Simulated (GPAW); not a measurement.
Runs of GPAW 26.7.0 on WS2. The cell holds a slab with vacuum, 3 atoms: a = 3.184 Å, b = 3.184 Å, c = 16.951 Å, α = 90.00°, β = 90.00°, γ = 120.00°. 

```csv
task,level,potentials or basis,spin,k mesh,cutoff (eV),smearing,maxiter,band path,band points,response ecut,response k mesh,gap on the mesh (eV),largest force (eV/Å)
band structure,LDA,"PAW data sets generated in the run's folder for this functional, pw",off,7 × 7 × 2,600,fermi-dirac 0.05 eV,150,"GMKGALHA,LM,KH",80,-,-,-,0.45
dielectric tensor,PBE,"GPAW PAW data sets (gpaw-data 1.2.1), pw",off,8 × 8 × 2,450,fermi-dirac 0.001 eV,150,-,-,80 eV,24 × 24 × 4,2.06,-
single point,PBE,"GPAW PAW data sets (gpaw-data 1.2.1), pw",off,8 × 8 × 2,450,fermi-dirac 0.05 eV,120,-,-,-,-,2.06,0.28
band structure,LDA,"the program's PAW data sets (release 1.2.1) made for this functional, pw","SOC, no magnetisation",7 × 7 × 2,600,fermi-dirac 0.05 eV,150,"GMKGALHA,LM,KH",60,-,-,-,0.45
band structure,optPBE-vdW,"GPAW PAW data sets (gpaw-data 1.2.1), pw","SOC, no magnetisation",7 × 7 × 2,600,fermi-dirac 0.05 eV,150,"GMKGALHA,LM,KH",60,-,-,-,(a)
```

Alike in all rows: cell as given.

Task: Fill in the values left out.

Result: (a) 0.62.

Caveats: spin-orbit coupling is left out, which moves the levels of the heavy elements (some runs); spin-orbit coupling was added after a scalar SCF, so levels and gaps hold it while energy, forces, pressure and moments don't (some runs); this program's spin-orbit splittings come out too wide for heavy elements (some runs); the long-wavelength limit can be off by several per cent where d states take part (some runs); the cutoff is short for stress and forces, so pressures can be off by a GPa or more (some runs); the PAW data sets were made with another functional, which shifts forces and pressure a little (some runs).

A k mesh can miss the band edges, and rows without SOC leave out spin-orbit coupling on W.
